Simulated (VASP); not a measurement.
# CdTe in VASP 6.6.1, single-point calculation

INCAR

```
LCHARG = .FALSE.
NBANDS = 16
ISMEAR = 1
NELM = 51
SIGMA = 0.1
ENCUT = 520
EDIFF = 1E-7
IBRION = -1
LASPH = .TRUE.
ISIF = 2
PREC = Accurate
LWAVE = .FALSE.
LREAL = .FALSE.
GGA = PE
NSW = 0
```

KPOINTS

```
KPOINTS created by Atomic Simulation Environment
0
Gamma
6 6 6
0 0 0
```

POSCAR

```
Cd Te
 1.0000000000000000
     0.0000000000000000    3.4701925124000002    3.4701925124000002
     3.4701925124000002    0.0000000000000000    3.4701925124000002
     3.4701925124000002    3.4701925124000002    0.0000000000000000
 Cd  Te
   1   1
Cartesian
  0.0000000000000000  0.0000000000000000  0.0000000000000000
  1.7350962562000001  1.7350962562000001  1.7350962562000001
```

The recommended PBE PAW datasets give the neutral cell 18 valence electrons.

Command

```
mpirun -np 1 vasp_std
```

OSZICAR

```
N       E                     dE             d eps       ncg     rms          rms(c)
DAV:   1     0.993552742922E+02    0.99355E+02   -0.79379E+03   512   0.943E+02
DAV:   2    -0.111076846985E+01   -0.10047E+03   -0.96022E+02   592   0.229E+02
DAV:   3    -0.489573551100E+01   -0.37850E+01   -0.37798E+01   624   0.466E+01
DAV:   4    -0.493456930294E+01   -0.38834E-01   -0.38832E-01   768   0.404E+00
DAV:   5    -0.493467486109E+01   -0.10556E-03   -0.10556E-03   640   0.201E-01    0.377E+00
DAV:   6    -0.468447467925E+01    0.25020E+00   -0.41072E-01   592   0.636E+00    0.333E+00
DAV:   7    -0.466989878927E+01    0.14576E-01   -0.90702E-02   592   0.185E+00    0.139E+00
DAV:   8    -0.467090840219E+01   -0.10096E-02   -0.82590E-03   600   0.966E-01    0.361E-01
DAV:   9    -0.467133209117E+01   -0.42369E-03   -0.11116E-03   632   0.284E-01    0.719E-02
DAV:  10    -0.467138644328E+01   -0.54352E-04   -0.93141E-05   624   0.927E-02    0.506E-02
DAV:  11    -0.467143641581E+01   -0.49973E-04   -0.64760E-05   608   0.429E-02    0.220E-02
DAV:  12    -0.467143698200E+01   -0.56619E-06   -0.32227E-06   680   0.139E-02    0.124E-02
DAV:  13    -0.467143749752E+01   -0.51553E-06   -0.10257E-06   624   0.512E-03    0.618E-03
DAV:  14    -0.467143769977E+01   -0.20225E-06   -0.28917E-07   624   0.283E-03    0.367E-03
DAV:  15    -0.467143778425E+01   -0.84478E-07   -0.14057E-08   528   0.710E-04
   1 F= -.46714378E+01 E0= -.46715117E+01  d E =0.221875E-03
```

Standard output (part)

```
POSCAR found type information on POSCAR CdTe
 POSCAR found :  2 types and       2 ions
 LDA part: xc-table for (Slater+PW92), standard interpolation
 POSCAR, INCAR and KPOINTS ok, starting setup
 WAVECAR not read
 entering main loop
```

From OUTCAR

```
k-points           NKPTS =     16   k-points in BZ     NKDIM =     16   number of bands    NBANDS=     16

   NELECT =      18.0000    total number of electrons

   dimension x,y,z NGX =    36 NGY =   36 NGZ =   36
   dimension x,y,z NGXF=    72 NGYF=   72 NGZF=   72

  energy-cutoff  :      520.00
  volume of cell :       83.58
      direct lattice vectors                 reciprocal lattice vectors
     0.000000000  3.470192512  3.470192512    -0.144084225  0.144084225  0.144084225
     3.470192512  0.000000000  3.470192512     0.144084225 -0.144084225  0.144084225
     3.470192512  3.470192512  0.000000000     0.144084225  0.144084225 -0.144084225

 k-points in reciprocal lattice and weights: KPOINTS created by Atomic Simulation Env
   0.00000000  0.00000000  0.00000000       0.005
   0.16666667  0.00000000  0.00000000       0.037
   0.33333333  0.00000000  0.00000000       0.037
   0.50000000  0.00000000  0.00000000       0.019
   0.16666667  0.16666667  0.00000000       0.028
   0.33333333  0.16666667  0.00000000       0.111
   0.50000000  0.16666667  0.00000000       0.111
  -0.33333333  0.16666667  0.00000000       0.111
   ...

 E-fermi :   0.7942

 k-point     1 :       0.0000    0.0000    0.0000
  band No.  band energies     occupation
      1      -9.4957      2.00000
      2      -7.0770      2.00000
      3      -7.0770      2.00000
      4      -7.0770      2.00000
      5      -6.9393      2.00000
      6      -6.9393      2.00000
      7       0.7127      1.98758
      8       0.7127      1.98758
      9       0.7127      1.98758
     10       0.8959     -0.05351
     11       5.3817      0.00000
     12       5.3817      0.00000
     13       5.3817      0.00000
     14       7.8514      0.00000
     15       9.6955      0.00000
     16       9.6955      0.00000

 k-point     2 :       0.1667    0.0000    0.0000
  band No.  band energies     occupation
      1      -9.4368      2.00000
      2      -7.0673      2.00000
      3      -7.0673      2.00000
      4      -7.0162      2.00000
      5      -6.9396      2.00000
      6      -6.9396      2.00000
      7      -0.8016      2.00000
      8       0.5652      2.00561
      9       0.5652      2.00561
     10       2.0654     -0.00000
     11       5.3293      0.00000
     12       5.6380      0.00000
     13       5.6380      0.00000
     14       8.8121      0.00000
     15       9.0310      0.00000
     16       9.0310      0.00000

 k-point     3 :       0.3333    0.0000    0.0000
  band No.  band energies     occupation
      1      -9.3205      2.00000
      2      -7.0504      2.00000
      3      -7.0504      2.00000
      4      -6.9373      2.00000
      5      -6.9373      2.00000
      6      -6.8467      2.00000
      7      -2.1442      2.00000
      8       0.3081      2.00000
      9       0.3081      2.00000
     10       2.3459     -0.00000
     11       5.9047      0.00000
     12       5.9047      0.00000
     13       6.3840      0.00000
     14       8.7202      0.00000
     15       9.3171      0.00000
     16       9.3171      0.00000

 ...

  Total       -1.8245012     -1.8245012     -1.8245012     -0.0000000     -0.0000000     -0.0000000
  in kB      -34.9755087    -34.9755087    -34.9755087     -0.0000000     -0.0000000     -0.0000000
  external PRESSURE =     -34.9755087 kB  Pullay stress =       0.0000000 kB

 POSITION                                       TOTAL-FORCE (eV/Angst)
 -----------------------------------------------------------------------------------
      0.00000      0.00000      0.00000        -0.000000     -0.000000     -0.000000
      1.73510      1.73510      1.73510         0.000000      0.000000      0.000000
 -----------------------------------------------------------------------------------
    total drift:                               -0.000001     -0.000001     -0.000001

  FREE ENERGIE OF THE ION-ELECTRON SYSTEM (eV)
  ---------------------------------------------------
  free  energy   TOTEN  =        -4.6714377842 eV

  energy  without entropy=       -4.6716596593  energy(sigma->0) =       -4.67151174
```

It converged. Results: gap between bands v and c on the k mesh 0.18 eV; least direct gap on the k mesh 0.18 eV; pressure -3.5 GPa. Band v is the last that the valence electrons fill when counted band by band, and c is the next.

For comparison, a separate PBE run of the intended cell, on usual settings and not on those above, gives a gap of 0.18 eV on its mesh and a pressure of -3.5 GPa.

The run above took about 9.6 s on one core of a shared host (Intel Xeon 6975P-C) and held 0.21 GiB at most.
